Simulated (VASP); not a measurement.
# CaF2 (Fluorite) (Fm-3m) in VASP: a series of runs

Aim: see how the results for CaF2 (Fluorite) move with the level of theory and the settings. Levels: PBE+D3(BJ), PBE. Tasks: relaxation of cell and atoms.

All numbers are computed with VASP 6.6.1; they aren't measurements. Logs are shortened: lines on timing, memory, paths and dates and some standing lists are left out, and cuts for length are marked.

## Step 1: The crystal as given

Symmetry: Fm-3m, No. 225, cubic system. Conventional cell: a = 5.462 Å, b = 5.462 Å, c = 5.462 Å, α = 90.00°, β = 90.00°, γ = 90.00°. Ca (site symmetry m-3m) has 8 F at 2.37 Å as nearest neighbours. Around F (site symmetry -43m) lie 4 Ca at 2.37 Å.

## Step 2: Relaxation of cell and atoms, PBE+D3(BJ)

INCAR

```
PREC = Accurate
ENCUT = 600
EDIFF = 1E-6
ISMEAR = 0
SIGMA = 0.03
LREAL = F
LASPH = T
NELM = 80
ALGO = Normal
ISIF = 3
LWAVE = F
LCHARG = F
GGA = PE
IVDW = 12
IBRION = 2
NSW = 90
EDIFFG = -0.01
```

KPOINTS

```
Automatic mesh
0
Gamma
  8 8 8
```

POSCAR

```
CaF2
1.0
    0.0000000000      2.7310000000      2.7310000000
    2.7310000000      0.0000000000      2.7310000000
    2.7310000000      2.7310000000      0.0000000000
Ca F
1 2
Direct
    0.0000000000      0.0000000000      0.0000000000
    0.2500000000      0.2500000000      0.2500000000
    0.7500000000      0.7500000000      0.7500000000
```

Potentials or basis: VASP PAW PBE potentials, release 64 (Ca_sv, F).

Started as:

```console
$ cat potpaw_PBE.64/Ca_sv/POTCAR potpaw_PBE.64/F/POTCAR > POTCAR
$ mpirun -np 1 vasp_std > vasp.out
```

OUTCAR:

```text
PREC = Accurate
   ENCUT = 600
   EDIFF = 1E-6
   ISMEAR = 0
   LREAL = F
   LASPH = T
   NELM = 80
   ISIF = 3
   GGA = PE
   IVDW = 12
   IBRION = 2
   NSW = 90
   EDIFFG = -0.01
 IVDW          = 12

 ion  position               nearest neighbor table
   1  0.000  0.000  0.000-   3 2.37   3 2.37   3 2.37   2 2.37   3 2.37   2 2.37   2 2.37   2 2.37

   2  0.250  0.250  0.250-   1 2.37   1 2.37   1 2.37   1 2.37
   3  0.750  0.750  0.750-   1 2.37   1 2.37   1 2.37   1 2.37

  LATTYP: Found a face centered cubic cell.
 ALAT       =     5.4620000000

  Lattice vectors:

 A1 = (   0.0000000000,   2.7310000000,   2.7310000000)
 A2 = (   2.7310000000,   0.0000000000,   2.7310000000)
 A3 = (   2.7310000000,   2.7310000000,   0.0000000000)

Analysis of symmetry for initial positions (statically):
=====================================================================
 Subroutine PRICEL returns:
 Original cell was already a primitive cell.

 Routine SETGRP: Setting up the symmetry group for a
 face centered cubic supercell.

 Subroutine GETGRP returns: Found 48 space group operations
 (whereof 48 operations were pure point group operations)
 out of a pool of 48 trial point group operations.

The static configuration has the point symmetry O_h .

Analysis of symmetry for dynamics (positions and initial velocities):
=====================================================================
 Subroutine PRICEL returns:
 Original cell was already a primitive cell.

 Routine SETGRP: Setting up the symmetry group for a
 face centered cubic supercell.

 Subroutine GETGRP returns: Found 48 space group operations
 (whereof 48 operations were pure point group operations)
 out of a pool of 48 trial point group operations.

The dynamic configuration has the point symmetry O_h .

 Subroutine INISYM returns: Found 48 space group operations
 (whereof 48 operations are pure point group operations),
 and found     1 'primitive' translations

----------------------------------------------------------------------------------------

                                     Primitive cell

  volume of cell :      40.7376

  direct lattice vectors                    reciprocal lattice vectors
     0.000000000  2.731000000  2.731000000    -0.183083120  0.183083120  0.183083120
     2.731000000  0.000000000  2.731000000     0.183083120 -0.183083120  0.183083120
     2.731000000  2.731000000  0.000000000     0.183083120  0.183083120 -0.183083120

  length of vectors
     3.862217239  3.862217239  3.862217239     0.317109265  0.317109265  0.317109265

  position of ions in fractional coordinates (direct lattice)
     0.000000000  0.000000000  0.000000000
     0.250000000  0.250000000  0.250000000
     0.750000000  0.750000000  0.750000000

  ion indices of the primitive-cell ions
   primitive index   ion index
                 1           1
                 2           2
                 3           3

----------------------------------------------------------------------------------------

 KPOINTS: Automatic mesh

Automatic generation of k-mesh.
 Grid dimensions read from file:
 generate k-points for:    8    8    8

 Generating k-lattice:

  Cartesian coordinates                     Fractional coordinates (reciprocal lattice)
    -0.022885390  0.022885390  0.022885390     0.125000000  0.000000000  0.000000000
     0.022885390 -0.022885390  0.022885390     0.000000000  0.125000000  0.000000000
     0.022885390  0.022885390 -0.022885390     0.000000000  0.000000000  0.125000000

  Length of vectors
     0.039638658  0.039638658  0.039638658

  Shift w.r.t. Gamma in fractional coordinates (k-lattice)
[... 58 lines left out ...]
   ISIF   =      3    stress and relaxation
   ISYM   =      2    0-nonsym 1-usesym 2-fastsym
   POTIM  = 0.5000    time-step for ionic-motion
   TEBEG  =    0.0;   TEEND  =   0.0 temperature during run
   PSTRESS=    0.0 pullay stress
   NELECT =      24.0000    total number of electrons
   NUPDOWN=      -1.0000    fix difference up-down
   EMIN   =  10.00;   EMAX   =-10.00  energy-range for DOS
   EFERMI =   0.00;   METHOD = LEGACY
   ISMEAR =     0;   SIGMA  =   0.03  broadening in eV -4-tet -1-fermi 0-gaus
   EFERMI_NEDOS =   21; number of points for ismear=-14 and -15
   IALGO  =     38    algorithm
   IMIX   =      4    mixing-type and parameters
     AMIX     =   0.40;   BMIX     =  1.00
     AMIX_MAG =   1.60;   BMIX_MAG =  1.00
  volume/ion in A,a.u.               =      13.58        91.64
  Fermi-wavevector in a.u.,A,eV,Ry     =   1.372398  2.593457 25.626266  1.883477
  Thomas-Fermi vector in A             =   2.498009
   LORBIT       =      0    0 simple, 1 ext, 2 COOP (PROOUT), +10 PAW based schemes
   GGA     = PE    functional components
   LHFCALC =     F    Hartree Fock is set to
   AEXX    =    0.0000 exact exchange contribution
   IVDW    =    12    specifies the selected vdW correction
   LEPSILON=     F    determine dielectric tensor
   LRPA    =     F    only Hartree local field effects (RPA)
 conjugate gradient relaxation of ions
 non-spin polarized calculation
 Gauss-broadening in eV      SIGMA  =   0.03
  energy-cutoff  :      600.00
  volume of cell :       40.74
 maximum number of plane-waves:      1380
   NGX = 15   NGY = 15   NGZ = 15

--------------------------------------- Ionic step        1  -------------------------------------------

 number of electron      23.9999989 magnetization

 Free energy of the ion-electron system (eV)
  ---------------------------------------------------
  ext. energy  EPLUGINS =         0.00000000
  ---------------------------------------------------
  free energy    TOTEN  =       -17.33338430 eV

  energy without entropy =      -17.33338430  energy(sigma->0) =      -17.33338430

------------------------ aborting loop because EDIFF is reached ----------------------------------------

 Edisp (eV)   -0.46964

 E8    (eV) :    -0.1965

  FORCE on cell =-STRESS in cart. coord.  units (eV):
  Direction    XX          YY          ZZ          XY          YZ          ZX
  --------------------------------------------------------------------------------------
  -------------------------------------------------------------------------------------
  Total       0.13441     0.13441     0.13441     0.00000     0.00000    -0.00000
  in kB       5.28635     5.28635     5.28635     0.00000     0.00000    -0.00000
  external pressure =        5.29 kB  Pullay stress =        0.00 kB

 VOLUME and BASIS-vectors are now :
 -----------------------------------------------------------------------------
  energy-cutoff  :      600.00
  volume of cell :       40.74
      direct lattice vectors                 reciprocal lattice vectors
     0.000000000  2.731000000  2.731000000    -0.183083120  0.183083120  0.183083120
     2.731000000  0.000000000  2.731000000     0.183083120 -0.183083120  0.183083120
     2.731000000  2.731000000  0.000000000     0.183083120  0.183083120 -0.183083120

 POSITION                                       TOTAL-FORCE (eV/Angst)
 -----------------------------------------------------------------------------------
      0.00000      0.00000      0.00000        -0.000000      0.000000     -0.000000
      1.36550      1.36550      1.36550        -0.000000      0.000000     -0.000000
      4.09650      4.09650      4.09650         0.000000     -0.000000      0.000000
 -----------------------------------------------------------------------------------
    total drift:                                0.000000     -0.000000      0.000000

  FREE ENERGIE OF THE ION-ELECTRON SYSTEM (eV)
  ---------------------------------------------------
  free  energy   TOTEN  =       -17.8030216929 eV

  energy  without entropy=      -17.8030216929  energy(sigma->0) =      -17.80302169

--------------------------------------- Ionic step        2  -------------------------------------------

 number of electron      23.9999991 magnetization

 Free energy of the ion-electron system (eV)
  ---------------------------------------------------
  ext. energy  EPLUGINS =         0.00000000
  ---------------------------------------------------
  free energy    TOTEN  =       -17.33680523 eV

  energy without entropy =      -17.33680523  energy(sigma->0) =      -17.33680523

 E-fermi :  -0.7807     XC(G=0):  -9.5991

 val. band max:       -1.0053349395   @ k =   0.5000   0.5000   0.0000
 cond. band min:       6.2360311419   @ k =   0.0000   0.0000   0.0000
 fundamental gap:      7.2413660814
 Fermi energy:        -0.7807005182

 k-point     1 :       0.0000    0.0000    0.0000
  band No.  band energies     occupation
      1     -37.0604      2.00000
      2     -20.9244      2.00000
      3     -20.1627      2.00000
      4     -17.9997      2.00000
      5     -17.9997      2.00000
      6     -17.9997      2.00000
[... 433 lines left out ...]
      3     -20.7533      2.00000
      4     -18.0644      2.00000
      5     -17.8447      2.00000
      6     -17.5959      2.00000
[... 8 lines left out ...]
     15       8.8077      0.00000
     16       9.2614      0.00000

 [... further k-points ...]

------------------------ aborting loop because EDIFF is reached ----------------------------------------

 Edisp (eV)   -0.46657

 E8    (eV) :    -0.1953

  FORCE on cell =-STRESS in cart. coord.  units (eV):
  Direction    XX          YY          ZZ          XY          YZ          ZX
  --------------------------------------------------------------------------------------
  -------------------------------------------------------------------------------------
  Total      -0.01274    -0.01274    -0.01274    -0.00000     0.00000     0.00000
  in kB      -0.49773    -0.49773    -0.49773    -0.00000     0.00000     0.00000
  external pressure =       -0.50 kB  Pullay stress =        0.00 kB

 VOLUME and BASIS-vectors are now :
 -----------------------------------------------------------------------------
  energy-cutoff  :      600.00
  volume of cell :       41.00
      direct lattice vectors                 reciprocal lattice vectors
     0.000000000  2.736902992  2.736902992    -0.182688243  0.182688243  0.182688243
     2.736902992  0.000000000  2.736902992     0.182688243 -0.182688243  0.182688243
     2.736902992  2.736902992  0.000000000     0.182688243  0.182688243 -0.182688243

 POSITION                                       TOTAL-FORCE (eV/Angst)
 -----------------------------------------------------------------------------------
      5.47381      2.73690      2.73690         0.000000      0.000000      0.000000
      1.36845      1.36845      1.36845        -0.000000     -0.000000     -0.000000
      4.10535      4.10535      4.10535         0.000000      0.000000     -0.000000
 -----------------------------------------------------------------------------------
    total drift:                                0.000000     -0.000000      0.000000

  FREE ENERGIE OF THE ION-ELECTRON SYSTEM (eV)
  ---------------------------------------------------
  free  energy   TOTEN  =       -17.8033778137 eV

  energy  without entropy=      -17.8033778137  energy(sigma->0) =      -17.80337781

 reached required accuracy - stopping structural energy minimisation
```

Wall time 17 s (1 thread of Intel Xeon 6975P-C (Granite Rapids), shared host); peak memory 0.2 GiB.

Results:

| Item | Value |
| --- | --- |
| Free energy | -17.8034 eV |
| Relaxed volume | 13.67 Å³/atom |
| Relaxed cell | a = 3.871 Å, b = 3.871 Å, c = 3.871 Å, α = 60.00°, β = 60.00°, γ = 60.00° |
| Space group after relaxing (to 0.05 Å) | Fm-3m (No. 225) |
| Energy gained by relaxing | 0.1 meV/atom |
| Ionic steps | 2 |
| Pressure after relaxing | 0.0 GPa |
| Band gap on the k mesh | 7.24 eV, indirect (least direct gap 7.50 eV) |
| Dispersion energy per atom | -0.156 eV |

The path:
| step | energy change (eV) | largest force (eV/Å) | pressure (GPa) | volume (Å³) |
| --- | --- | --- | --- | --- |
| 1 | 0.0000 | 0.0000 | 0.53 | 40.74 |
| 2 | -0.0004 | 0.0000 | -0.05 | 41.00 |

Final structure:
```yaml
crystal:
  lattice:
    - [0.00000, 2.73690, 2.73690]
    - [2.73690, 0.00000, 2.73690]
    - [2.73690, 2.73690, 0.00000]
  atoms:
    - { symbol: Ca, position: [0.00000, 0.00000, 0.00000] }
    - { symbol: F, position: [0.25000, 0.25000, 0.25000] }
    - { symbol: F, position: [0.75000, 0.75000, 0.75000] }
```

A k mesh can miss the band edges. A hybrid or GW would open this gap; PBE tends to underestimate it.

## Step 3: Relaxation of cell and atoms, PBE+D3(BJ)

This run uses another cell than the first one, of 13.67 Å³/atom, 1.006 times its volume.

Edit INCAR of step 2 so:

```diff
@@ -2,3 +2,3 @@
 ENCUT = 600
-EDIFF = 1E-6
+EDIFF = 1E-7
 ISMEAR = 0
@@ -16,2 +16,2 @@
 NSW = 90
-EDIFFG = -0.01
+EDIFFG = -0.005
```

KPOINTS is that of step 2.

POSCAR

```
CaF2                                    
1.0
    0.0000000000      2.7369029916      2.7369029916
    2.7369029916      0.0000000000      2.7369029916
    2.7369029916      2.7369029916      0.0000000000
  Ca              F             
     1     2
Direct
     0.0000000000000000    1.0000000000000000    1.0000000000000000
     0.2500000000000000    0.2500000000000000    0.2500000000000000
     0.7500000000000000    0.7500000000000000    0.7500000000000000
```

Potentials or basis: VASP PAW PBE potentials, release 64 (Ca_sv, F).

Started as:

```console
$ cat potpaw_PBE.64/Ca_sv/POTCAR potpaw_PBE.64/F/POTCAR > POTCAR
$ mpirun -np 1 vasp_std > vasp.out
```

Run time: 13 s. Hardware: 1 thread of Intel Xeon 6975P-C (Granite Rapids), shared host; peak memory 0.19 GiB.

Results (log left out):

- Free energy: -17.8041 eV
- Pressure after relaxing: -0.1 GPa
- Band gap on the k mesh: 7.24 eV, indirect (least direct gap 7.50 eV)
- Dispersion energy per atom: -0.156 eV

Final structure:
```xyz
3
Lattice="0.0000 2.7369 2.7369 2.7369 0.0000 2.7369 2.7369 2.7369 0.0000" Properties=species:S:1:pos:R:3 pbc="T T T"
Ca    0.0000    0.0000    0.0000
F     1.3685    1.3685    1.3685
F     4.1054    4.1054    4.1054
```

Levels at points of the mesh, in eV from the valence-band top:
```csv
k point,band 10,band 11,band 12,band 13,band 14,band 15
"(0.00, 0.00, 0.00)",-0.25,-0.25,-0.25,7.24,9.14,9.14
"(0.50, 0.00, 0.00)",-1.23,-0.83,-0.83,9.35,9.35,9.70
"(0.50, 0.50, 0.00)",-0.36,-0.36,0.00,8.10,9.48,10.05
```

Caveat: the relaxation stopped at its first step, so nothing moved. A k mesh can miss the band edges.

## Step 4: Relaxation of cell and atoms, PBE

INCAR

```
SYSTEM = CaF2
PREC = Accurate
ENCUT = 600
EDIFF = 1E-6
ISMEAR = 0
SIGMA = 0.03
LREAL = .FALSE.
LASPH = .TRUE.
NELM = 80
ALGO = Normal
ISIF = 3
LWAVE = .FALSE.
LCHARG = .FALSE.
GGA = PE
IBRION = 2
NSW = 90
EDIFFG = -0.01
KPAR = 2
```

KPOINTS

```
Automatic mesh
0
G
  8 8 8
  0 0 0
```

POSCAR

```
CaF2
1.0
    0.0000000000      2.7310000000      2.7310000000
    2.7310000000      0.0000000000      2.7310000000
    2.7310000000      2.7310000000      0.0000000000
Ca F
1 2
Direct
    0.0000000000      0.0000000000      0.0000000000
    0.2500000000      0.2500000000      0.2500000000
    0.7500000000      0.7500000000      0.7500000000
```

Started as:

```console
$ cat potpaw_PBE.64/Ca_sv/POTCAR potpaw_PBE.64/F/POTCAR > POTCAR
$ mpirun -np 2 vasp_std > vasp.out
```

Wall time 13 s (2 MPI ranks of Intel Xeon 6975P-C (Granite Rapids), shared host); peak memory 0.18 GiB.

It converged, with:

| Item | Value |
| --- | --- |
| Free energy | -17.3418 eV |
| Relaxed volume | 13.98 Å³/atom |
| Relaxed cell | a = 3.900 Å, b = 3.900 Å, c = 3.900 Å, α = 60.00°, β = 60.00°, γ = 60.00° |
| Space group after relaxing (to 0.05 Å) | Fm-3m (No. 225) |
| Energy gained by relaxing | 2.8 meV/atom |
| Ionic steps | 2 |
| Pressure after relaxing | -0.1 GPa |
| Band gap on the k mesh | 7.11 eV, indirect (least direct gap 7.36 eV) |

Step by step:
| step | energy change (eV) | largest force (eV/Å) | pressure (GPa) | volume (Å³) |
| --- | --- | --- | --- | --- |
| 1 | 0.0000 | 0.0000 | 2.40 | 40.74 |
| 2 | -0.0084 | 0.0000 | -0.06 | 41.95 |

Final structure:
```
Ca F
1.0
     0.00000    2.75776    2.75776
     2.75776    0.00000    2.75776
     2.75776    2.75776    0.00000
Ca F
1 2
Direct
  0.00000 0.00000 0.00000
  0.25000 0.25000 0.25000
  0.75000 0.75000 0.75000
```

Levels at points of the mesh, in eV from the valence-band top:
| k point | band 8 | band 9 | band 10 | band 11 | band 12 | band 13 | band 14 | band 15 | band 16 |
| --- | --- | --- | --- | --- | --- | --- | --- | --- | --- |
| (0.00, 0.00, 0.00) | -2.02 | -2.02 | -0.25 | -0.25 | -0.25 | 7.11 | 9.05 | 9.05 | 11.00 |
| (0.50, 0.00, 0.00) | -1.44 | -1.25 | -1.20 | -0.82 | -0.82 | 9.25 | 9.25 | 9.56 | 10.58 |
| (0.50, 0.50, 0.00) | -1.60 | -1.60 | -0.35 | -0.35 | 0.00 | 8.03 | 9.35 | 9.92 | 10.67 |
